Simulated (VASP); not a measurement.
# HfN (Fm-3m) in VASP: notebook

One crystal, HfN, is run at these levels: PBEsol, PBE; tasks: equation of state.

Everything below comes from runs of VASP 6.6.1. Logs are shortened: lines on timing, memory, paths and dates and some standing lists are left out, and cuts for length are marked.

**1. The structure**

Symmetry: Fm-3m, No. 225, cubic system. Conventional cell: a = 4.512 Å, b = 4.512 Å, c = 4.512 Å, α = 90.00°, β = 90.00°, γ = 90.00°. Hf (site symmetry m-3m) is surrounded by 6 N at 2.26 Å. N (site symmetry m-3m) is surrounded by 6 Hf at 2.26 Å.

**2. Equation of state, PBEsol, 10.79 Å³/atom (volume scaled by 0.94)**

INCAR reads:

```
ALGO = Normal
EDIFF = 1E-7
ENCUT = 520
GGA = PS
ISIF = 2
ISMEAR = -1
LASPH = T
LCHARG = F
LREAL = F
LWAVE = F
NBANDS = 14
NELM = 80
PREC = Accurate
SIGMA = 0.05
```

KPOINTS reads:

```
k-points
0
Gamma
  10 10 10
```

POSCAR reads:

```
HfN
1.0
    0.0000000000      2.2099462613      2.2099462613
    2.2099462613      0.0000000000      2.2099462613
    2.2099462613      2.2099462613      0.0000000000
Hf N
1 1
Direct
    0.0000000000      0.0000000000      0.0000000000
    0.5000000000      0.5000000000      0.5000000000
```

Potentials or basis: VASP PAW PBE potentials, release 64 (Hf_pv, N).

Run with:

```console
$ cat potpaw_PBE.64/Hf_pv/POTCAR potpaw_PBE.64/N/POTCAR > POTCAR
$ mpirun -np 1 vasp_std > vasp.out
```

OUTCAR:

```text
EDIFF = 1E-7
   ENCUT = 520
   GGA = PS
   ISIF = 2
   ISMEAR = -1
   LASPH = T
   LREAL = F
   NELM = 80
   PREC = Accurate

 Found     47 irreducible k-points:

 Following reciprocal coordinates:
            Coordinates               Weight
  0.000000  0.000000  0.000000      1.000000
  0.100000  0.000000  0.000000      8.000000
  0.200000  0.000000  0.000000      8.000000
  0.300000  0.000000  0.000000      8.000000
  0.400000  0.000000  0.000000      8.000000
  0.500000  0.000000  0.000000      4.000000
   k-points           NKPTS =     47   k-points in BZ     NKDIM =     47   number of bands    NBANDS=     14
   number of dos      NEDOS =    301   number of ions     NIONS =      2
   total plane-waves  NPLWV =  13824
   dimension x,y,z NGX =    24 NGY =   24 NGZ =   24
   dimension x,y,z NGXF=    48 NGYF=   48 NGZF=   48
   ions per type =               1   1
   NGX,Y,Z   is equivalent  to a cutoff of  12.77, 12.77, 12.77 a.u.
   NGXF,Y,Z  is equivalent  to a cutoff of  25.53, 25.53, 25.53 a.u.
 SYSTEM =  unknown system
   PREC   = accura    normal or accurate (medium, high low for compatibility)
   ISTART =      0    job   : 0-new  1-cont  2-samecut
   ICHARG =      2    charge: 1-file 2-atom 10-const
   ISPIN  =      1    spin polarized calculation?
   LNONCOLLINEAR =      F non collinear calculations
   LSORBIT =      F    spin-orbit coupling
   LASPH  =      T    aspherical Exc in radial PAW
   ENCUT  =  520.0 eV  38.22 Ry    6.18 a.u.   5.81  5.81  5.81*2*pi/ulx,y,z
   NELM   =     80;   NELMIN=  2; NELMDL= -5     # of ELM steps
   EDIFF  = 0.1E-06   stopping-criterion for ELM
   LREAL  =      F    real-space projection
   EDIFFG = 0.1E-05   stopping-criterion for IOM
   NSW    =      0    number of steps for IOM
   IBRION =     -1    ionic relax: 0-MD 1-quasi-New 2-CG
   NFREE  =      0    steps in history (QN), initial steepest desc. (CG)
   ISIF   =      2    stress and relaxation
   ISYM   =      2    0-nonsym 1-usesym 2-fastsym
   POTIM  = 0.5000    time-step for ionic-motion
   TEBEG  =    0.0;   TEEND  =   0.0 temperature during run
   PSTRESS=    0.0 pullay stress
   NELECT =      15.0000    total number of electrons
   NUPDOWN=      -1.0000    fix difference up-down
   EMIN   =  10.00;   EMAX   =-10.00  energy-range for DOS
   EFERMI =   0.00;   METHOD = LEGACY
   ISMEAR =    -1;   SIGMA  =   0.05  broadening in eV -4-tet -1-fermi 0-gaus
   EFERMI_NEDOS =   21; number of points for ismear=-14 and -15
   IALGO  =     38    algorithm
   IMIX   =      4    mixing-type and parameters
     AMIX     =   0.40;   BMIX     =  1.00
     AMIX_MAG =   1.60;   BMIX_MAG =  1.00
  volume/ion in A,a.u.               =      10.79        72.84
  Fermi-wavevector in a.u.,A,eV,Ry     =   1.450041  2.740180 28.607857  2.102618
  Thomas-Fermi vector in A             =   2.567698
   LORBIT       =      0    0 simple, 1 ext, 2 COOP (PROOUT), +10 PAW based schemes
   GGA     = PS    functional components
   LHFCALC =     F    Hartree Fock is set to
   AEXX    =    0.0000 exact exchange contribution
   IVDW    =     0    specifies the selected vdW correction
   LEPSILON=     F    determine dielectric tensor
   LRPA    =     F    only Hartree local field effects (RPA)
 non-spin polarized calculation
  energy-cutoff  :      520.00
  volume of cell :       21.59
 maximum number of plane-waves:       592
   NGX = 11   NGY = 11   NGZ = 11

 number of electron      15.0000002 magnetization

 Free energy of the ion-electron system (eV)
  ---------------------------------------------------
  ext. energy  EPLUGINS =         0.00000000
  ---------------------------------------------------
  free energy    TOTEN  =       -22.94022784 eV

  energy without entropy =      -22.93412023  energy(sigma->0) =      -22.93717403

 E-fermi :   8.8275     XC(G=0): -13.2415

 val. band max:        8.7872279417   @ k =  -0.4000   0.3000   0.0000
 cond. band min:       8.8368060347   @ k =  -0.1000   0.1000   0.0000
 fundamental gap:      0.0495780930
 Fermi energy:         8.8274932889

 k-point     1 :       0.0000    0.0000    0.0000
  band No.  band energies     occupation
      1     -21.9963      2.00000
      2     -21.9963      2.00000
      3     -21.9963      2.00000
      4      -9.0393      2.00000
      5       5.7317      2.00000
      6       5.7317      2.00000
      7       5.7317      2.00000
      8       8.3825      1.99973
      9       8.3825      1.99973
     10       8.3825      1.99973
     11      10.9026      0.00000
     12      10.9026      0.00000
     13      11.2621      0.00000
     14      18.4937      0.00000

 k-point     2 :       0.1000    0.0000    0.0000
  band No.  band energies     occupation
      1     -22.1292      2.00000
      2     -22.0067      2.00000
      3     -22.0067      2.00000
      4      -8.7714      2.00000
      5       4.7706      2.00000
      6       5.1258      2.00000
      7       5.1258      2.00000
      8       8.6500      1.94410
      9       8.7389      1.70952
     10       8.7389      1.70952
     11      11.7209      0.00000
     12      11.7209      0.00000
     13      11.9489      0.00000
     14      19.3291      0.00000
[... 37 lines left out ...]
      1     -23.1256      2.00000
      2     -22.0928      2.00000
      3     -22.0928      2.00000
      4      -6.2456      2.00000
      5       0.0236      2.00000
      6       2.4837      2.00000
      7       2.4837      2.00000
      8      11.1691      0.00000
      9      12.2131      0.00000
     10      12.2131      0.00000
     11      14.5512      0.00000
     12      17.5286      0.00000
     13      17.5286      0.00000
     14      21.2934      0.00000

 k-point     6 :       0.5000    0.0000    0.0000
  band No.  band energies     occupation
      1     -23.2311      2.00000
      2     -22.1028      2.00000
      3     -22.1028      2.00000
      4      -5.8582      2.00000
      5      -0.4998      2.00000
      6       2.2752      2.00000
      7       2.2752      2.00000
      8      12.4012      0.00000
      9      12.8542      0.00000
     10      12.8542      0.00000
     11      13.5611      0.00000
     12      18.4882      0.00000
     13      18.4882      0.00000
     14      21.2769      0.00000

 [... further k-points ...]

------------------------ aborting loop because EDIFF is reached ----------------------------------------

  FORCE on cell =-STRESS in cart. coord.  units (eV):
  Direction    XX          YY          ZZ          XY          YZ          ZX
  --------------------------------------------------------------------------------------
  -------------------------------------------------------------------------------------
  Total        2.0680266      2.0680266      2.0680266      0.0000000     -0.0000000     -0.0000000
  in kB      153.4940595    153.4940595    153.4940595      0.0000000     -0.0000000     -0.0000000
  external PRESSURE =     153.4940595 kB  Pullay stress =       0.0000000 kB

 VOLUME and BASIS-vectors are now :
 -----------------------------------------------------------------------------
  energy-cutoff  :      520.00
  volume of cell :       21.59
      direct lattice vectors                 reciprocal lattice vectors
     0.000000000  2.209946261  2.209946261    -0.226249845  0.226249845  0.226249845
     2.209946261  0.000000000  2.209946261     0.226249845 -0.226249845  0.226249845
     2.209946261  2.209946261  0.000000000     0.226249845  0.226249845 -0.226249845

 POSITION                                       TOTAL-FORCE (eV/Angst)
 -----------------------------------------------------------------------------------
      0.00000      0.00000      0.00000         0.000000      0.000000      0.000000
      2.20995      2.20995      2.20995        -0.000000     -0.000000     -0.000000
 -----------------------------------------------------------------------------------
    total drift:                                0.000000     -0.000000     -0.000000

  FREE ENERGIE OF THE ION-ELECTRON SYSTEM (eV)
  ---------------------------------------------------
  free  energy   TOTEN  =       -22.9402278391 eV

  energy  without entropy=      -22.9341202257  energy(sigma->0) =      -22.93717403
```

Wall time 8.9 s (1 thread of Intel Xeon 6975P-C (Granite Rapids), shared host); peak memory 0.15 GiB.

What came out:

```yaml
Free_energy: -22.9402 eV
Pressure: 15.3 GPa
Band_gap_on_the_k_mesh: none (metal or under the smearing width)
```

Caveat: the PAW data sets were made with another functional, which shifts forces and pressure a little.

**3. Equation of state, PBEsol, 11.02 Å³/atom (volume scaled by 0.96)**

INCAR is that of step 2.

KPOINTS is that of step 2.

POSCAR reads:

```
HfN
1.0
    0.0000000000      2.2255097759      2.2255097759
    2.2255097759      0.0000000000      2.2255097759
    2.2255097759      2.2255097759      0.0000000000
Hf N
1 1
Direct
    0.0000000000      0.0000000000      0.0000000000
    0.5000000000      0.5000000000      0.5000000000
```

Potentials or basis: VASP PAW PBE potentials, release 64 (Hf_pv, N).

Run with:

```console
$ cat potpaw_PBE.64/Hf_pv/POTCAR potpaw_PBE.64/N/POTCAR > POTCAR
$ mpirun -np 1 vasp_std > vasp.out
```

Run time: 6.9 s. Hardware: 1 thread of Intel Xeon 6975P-C (Granite Rapids), shared host; peak memory 0.15 GiB.

Results (log left out):

* Free energy: -22.9741 eV
* Pressure: 8.2 GPa
* Band gap on the k mesh: none (metal or under the smearing width)

Caveat: the PAW data sets were made with another functional, which shifts forces and pressure a little.

**4. Equation of state, PBEsol, 11.25 Å³/atom (volume scaled by 0.98)**

INCAR is that of step 3.

KPOINTS is that of step 3.

POSCAR reads:

```
HfN
1.0
    0.0000000000      2.2408586042      2.2408586042
    2.2408586042      0.0000000000      2.2408586042
    2.2408586042      2.2408586042      0.0000000000
Hf N
1 1
Direct
    0.0000000000      0.0000000000      0.0000000000
    0.5000000000      0.5000000000      0.5000000000
```

Run with:

```console
$ cat potpaw_PBE.64/Hf_pv/POTCAR potpaw_PBE.64/N/POTCAR > POTCAR
$ mpirun -np 1 vasp_std > vasp.out
```

It took 8.1 s on 1 thread of Intel Xeon 6975P-C (Granite Rapids), shared host; peak memory 0.14 GiB.

Results (log left out):

```yaml
Free_energy: -22.9884 eV
Pressure: 1.7 GPa
Band_gap_on_the_k_mesh: none (metal or under the smearing width)
```

Caveat: the PAW data sets were made with another functional, which shifts forces and pressure a little.

**5. Equation of state, PBEsol, 11.71 Å³/atom (volume scaled by 1.02)**

INCAR is that of step 4.

KPOINTS is that of step 4.

POSCAR reads:

```
HfN
1.0
    0.0000000000      2.2709408328      2.2709408328
    2.2709408328      0.0000000000      2.2709408328
    2.2709408328      2.2709408328      0.0000000000
Hf N
1 1
Direct
    0.0000000000      0.0000000000      0.0000000000
    0.5000000000      0.5000000000      0.5000000000
```

Run with:

```console
$ cat potpaw_PBE.64/Hf_pv/POTCAR potpaw_PBE.64/N/POTCAR > POTCAR
$ mpirun -np 1 vasp_std > vasp.out
```

It took 7.2 s on 1 thread of Intel Xeon 6975P-C (Granite Rapids), shared host; peak memory 0.14 GiB.

Results (log left out):

```
Free energy            : -22.9662 eV
Pressure               : -9.3 GPa
Band gap on the k mesh : none (metal or under the smearing width)
```

Caveat: the PAW data sets were made with another functional, which shifts forces and pressure a little.

**6. Equation of state, PBEsol, 11.94 Å³/atom (volume scaled by 1.04)**

INCAR is that of step 5.

KPOINTS is that of step 5.

POSCAR reads:

```
HfN
1.0
    0.0000000000      2.2856876150      2.2856876150
    2.2856876150      0.0000000000      2.2856876150
    2.2856876150      2.2856876150      0.0000000000
Hf N
1 1
Direct
    0.0000000000      0.0000000000      0.0000000000
    0.5000000000      0.5000000000      0.5000000000
```

Potentials or basis: VASP PAW PBE potentials, release 64 (Hf_pv, N).

Run with:

```console
$ cat potpaw_PBE.64/Hf_pv/POTCAR potpaw_PBE.64/N/POTCAR > POTCAR
$ mpirun -np 1 vasp_std > vasp.out
```

It took 7.1 s on 1 thread of Intel Xeon 6975P-C (Granite Rapids), shared host; peak memory 0.15 GiB.

It converged, with:

```
Free energy            : -22.9332 eV
Pressure               : -13.9 GPa
Band gap on the k mesh : none (metal or under the smearing width)
```

Caveat: the PAW data sets were made with another functional, which shifts forces and pressure a little.

**7. Equation of state, PBEsol, 12.17 Å³/atom (volume scaled by 1.06)**

INCAR is that of step 6.

KPOINTS is that of step 6.

POSCAR reads:

```
HfN
1.0
    0.0000000000      2.3002465274      2.3002465274
    2.3002465274      0.0000000000      2.3002465274
    2.3002465274      2.3002465274      0.0000000000
Hf N
1 1
Direct
    0.0000000000      0.0000000000      0.0000000000
    0.5000000000      0.5000000000      0.5000000000
```

Run with:

```console
$ cat potpaw_PBE.64/Hf_pv/POTCAR potpaw_PBE.64/N/POTCAR > POTCAR
$ mpirun -np 1 vasp_std > vasp.out
```

Wall time 8.9 s (1 thread of Intel Xeon 6975P-C (Granite Rapids), shared host); peak memory 0.14 GiB.

The run converged. Its results:

| Property | Result |
| --- | --- |
| Free energy | -22.8875 eV |
| Pressure | -18.1 GPa |
| Band gap on the k mesh | none (metal or under the smearing width) |

Caveat: the PAW data sets were made with another functional, which shifts forces and pressure a little.

**8. Equation of state, PBEsol**

No new run: the results of the series are fitted here.

What came out:

```yaml
Equilibrium_volume: 11.32 Å³/atom
Bulk_modulus: 291 GPa
Pressure_derivative_of_the_bulk_modulus: 4.3
```

Energy against volume, from the lowest point:
```tsv
volume (Å³/atom)	energy (meV/atom)
10.793	24.08
11.023	7.16
11.252	0.00
11.482	1.60
11.712	11.07
11.941	27.61
12.171	50.46
```

Caveat: the PAW data sets were made with another functional, which shifts forces and pressure a little. The run has no spin-orbit coupling, so splittings on Hf are missing.

**9. Equation of state, PBE, 10.79 Å³/atom (volume scaled by 0.94)**

INCAR reads:

```
PREC = Accurate
ENCUT = 520
EDIFF = 1E-7
ISMEAR = -1
SIGMA = 0.05
LREAL = F
LASPH = T
NELM = 60
ALGO = Normal
ISIF = 2
LWAVE = F
LCHARG = F
GGA = PE
NBANDS = 14
```

KPOINTS reads:

```
Automatic mesh
0
Gamma
  10 10 10
```

POSCAR reads:

```
HfN
1.0
    0.0000000000      2.2099462613      2.2099462613
    2.2099462613      0.0000000000      2.2099462613
    2.2099462613      2.2099462613      0.0000000000
Hf N
1 1
Direct
    0.0000000000      0.0000000000      0.0000000000
    0.5000000000      0.5000000000      0.5000000000
```

Potentials or basis: VASP PAW PBE potentials, release 64 (Hf_pv, N).

Run with:

```console
$ cat potpaw_PBE.64/Hf_pv/POTCAR potpaw_PBE.64/N/POTCAR > POTCAR
$ mpirun -np 1 vasp_std > vasp.out
```

Run time: 7.8 s. Hardware: 1 thread of Intel Xeon Platinum 8559C (Emerald Rapids), shared host; peak memory 0.14 GiB.

The run converged. Its results:

- Free energy: -21.6287 eV
- Pressure: 24.5 GPa
- Band gap on the k mesh: none (metal or under the smearing width)

**10. Equation of state, PBE, 11.02 Å³/atom (volume scaled by 0.96)**

INCAR reads:

```
SYSTEM = HfN
PREC = Accurate
ENCUT = 520
EDIFF = 1E-7
ISMEAR = -1
SIGMA = 0.05
LREAL = .False.
LASPH = .True.
NELM = 60
ALGO = Normal
ISIF = 2
LWAVE = .False.
LCHARG = .False.
GGA = PE
NBANDS = 14
```

KPOINTS reads:

```
regular mesh
0
Gamma
  10 10 10
  0 0 0
```

POSCAR reads:

```
HfN
1.0
    0.0000000000      2.2255097759      2.2255097759
    2.2255097759      0.0000000000      2.2255097759
    2.2255097759      2.2255097759      0.0000000000
Hf N
1 1
Direct
    0.0000000000      0.0000000000      0.0000000000
    0.5000000000      0.5000000000      0.5000000000
```

Run with:

```console
$ cat potpaw_PBE.64/Hf_pv/POTCAR potpaw_PBE.64/N/POTCAR > POTCAR
$ mpirun -np 1 vasp_std > vasp.out
```

It took 7.7 s on 1 thread of Intel Xeon Platinum 8559C (Emerald Rapids), shared host; peak memory 0.14 GiB.

The run converged. Its results:

* Free energy: -21.6884 eV
* Pressure: 17.0 GPa
* Band gap on the k mesh: none (metal or under the smearing width)

**11. Equation of state, PBE, 11.25 Å³/atom (volume scaled by 0.98)**

INCAR reads:

```
PREC = Accurate
ENCUT = 520
EDIFF = 1E-7
ISMEAR = -1
SIGMA = 0.05
LREAL = F
LASPH = T
NELM = 60
ALGO = Normal
ISIF = 2
LWAVE = F
LCHARG = F
GGA = PE
NBANDS = 14
```

KPOINTS reads:

```
Automatic mesh
0
Gamma
  10 10 10
```

POSCAR reads:

```
HfN
1.0
    0.0000000000      2.2408586042      2.2408586042
    2.2408586042      0.0000000000      2.2408586042
    2.2408586042      2.2408586042      0.0000000000
Hf N
1 1
Direct
    0.0000000000      0.0000000000      0.0000000000
    0.5000000000      0.5000000000      0.5000000000
```

Run with:

```console
$ cat potpaw_PBE.64/Hf_pv/POTCAR potpaw_PBE.64/N/POTCAR > POTCAR
$ mpirun -np 1 vasp_std > vasp.out
```

Wall time 7.9 s (1 thread of Intel Xeon Platinum 8559C (Emerald Rapids), shared host); peak memory 0.14 GiB.

Results (log left out):

```yaml
Free_energy: -21.7277 eV
Pressure: 10.3 GPa
Band_gap_on_the_k_mesh: none (metal or under the smearing width)
```

**12. Equation of state, PBE, 11.71 Å³/atom (volume scaled by 1.02)**

INCAR reads:

```
ALGO = Normal ; EDIFF = 1E-7
ENCUT = 520 ; GGA = PE
ISIF = 2 ; ISMEAR = -1
LASPH = True ; LCHARG = False
LREAL = False ; LWAVE = False
NBANDS = 14 ; NELM = 60
PREC = Accurate ; SIGMA = 0.05
```

KPOINTS reads:

```
k-points
0
Gamma
  10 10 10
```

POSCAR reads:

```
HfN
1.0
    0.0000000000      2.2709408328      2.2709408328
    2.2709408328      0.0000000000      2.2709408328
    2.2709408328      2.2709408328      0.0000000000
Hf N
1 1
Direct
    0.0000000000      0.0000000000      0.0000000000
    0.5000000000      0.5000000000      0.5000000000
```

Potentials or basis: VASP PAW PBE potentials, release 64 (Hf_pv, N).

Run with:

```console
$ cat potpaw_PBE.64/Hf_pv/POTCAR potpaw_PBE.64/N/POTCAR > POTCAR
$ mpirun -np 1 vasp_std > vasp.out
```

It took 7.8 s on 1 thread of Intel Xeon Platinum 8559C (Emerald Rapids), shared host; peak memory 0.14 GiB.

The run converged. Its results:

* Free energy: -21.7530 eV
* Pressure: -1.3 GPa
* Band gap on the k mesh: none (metal or under the smearing width)

**13. Equation of state, PBE, 11.94 Å³/atom (volume scaled by 1.04)**

INCAR reads:

```
PREC = Accurate
ENCUT = 520
EDIFF = 1E-7
ISMEAR = -1
SIGMA = 0.05
LREAL = F
LASPH = T
NELM = 100
ALGO = Normal
ISIF = 2
LWAVE = F
LCHARG = F
GGA = PE
NBANDS = 14
```

KPOINTS reads:

```
regular mesh
0
Gamma
  10 10 10
```

POSCAR reads:

```
HfN
1.0
    0.0000000000      2.2856876150      2.2856876150
    2.2856876150      0.0000000000      2.2856876150
    2.2856876150      2.2856876150      0.0000000000
Hf N
1 1
Direct
    0.0000000000      0.0000000000      0.0000000000
    0.5000000000      0.5000000000      0.5000000000
```

Run with:

```console
$ cat potpaw_PBE.64/Hf_pv/POTCAR potpaw_PBE.64/N/POTCAR > POTCAR
$ mpirun -np 1 vasp_std > vasp.out
```

Wall time 7.9 s (1 thread of Intel Xeon Platinum 8559C (Emerald Rapids), shared host); peak memory 0.14 GiB.

Results (log left out):

| Property | Result |
| --- | --- |
| Free energy | -21.7425 eV |
| Pressure | -6.2 GPa |
| Band gap on the k mesh | none (metal or under the smearing width) |

**14. Equation of state, PBE, 12.17 Å³/atom (volume scaled by 1.06)**

INCAR reads:

```
SYSTEM = HfN
PREC = Accurate
ENCUT = 520
EDIFF = 1E-7
ISMEAR = -1
SIGMA = 0.05
LREAL = .False.
LASPH = .True.
NELM = 100
ALGO = Normal
ISIF = 2
LWAVE = .False.
LCHARG = .False.
GGA = PE
NBANDS = 14
```

KPOINTS reads:

```
regular mesh
0
Gamma
  10 10 10
  0 0 0
```

POSCAR reads:

```
HfN
1.0
    0.0000000000      2.3002465274      2.3002465274
    2.3002465274      0.0000000000      2.3002465274
    2.3002465274      2.3002465274      0.0000000000
Hf N
1 1
Direct
    0.0000000000      0.0000000000      0.0000000000
    0.5000000000      0.5000000000      0.5000000000
```

Run with:

```console
$ cat potpaw_PBE.64/Hf_pv/POTCAR potpaw_PBE.64/N/POTCAR > POTCAR
$ mpirun -np 1 vasp_std > vasp.out
```

Run time: 8.3 s. Hardware: 1 thread of Intel Xeon Platinum 8559C (Emerald Rapids), shared host; peak memory 0.14 GiB.

It converged, with:

```
Free energy            : -21.7186 eV
Pressure               : -10.6 GPa
Band gap on the k mesh : none (metal or under the smearing width)
```

**15. Equation of state, PBE**

Potentials or basis: VASP PAW PBE potentials, release 64 (Hf_pv, N).

This step only gathers the single runs of the series.

Results:

- Equilibrium volume: 11.66 Å³/atom
- Bulk modulus: 270 GPa
- Pressure derivative of the bulk modulus: 4.3

Energy against volume, from the lowest point:
| volume (Å³/atom) | energy (meV/atom) |
| --- | --- |
| 10.793 | 62.17 |
| 11.023 | 32.30 |
| 11.252 | 12.66 |
| 11.482 | 2.19 |
| 11.712 | 0.00 |
| 11.941 | 5.26 |
| 12.171 | 17.21 |
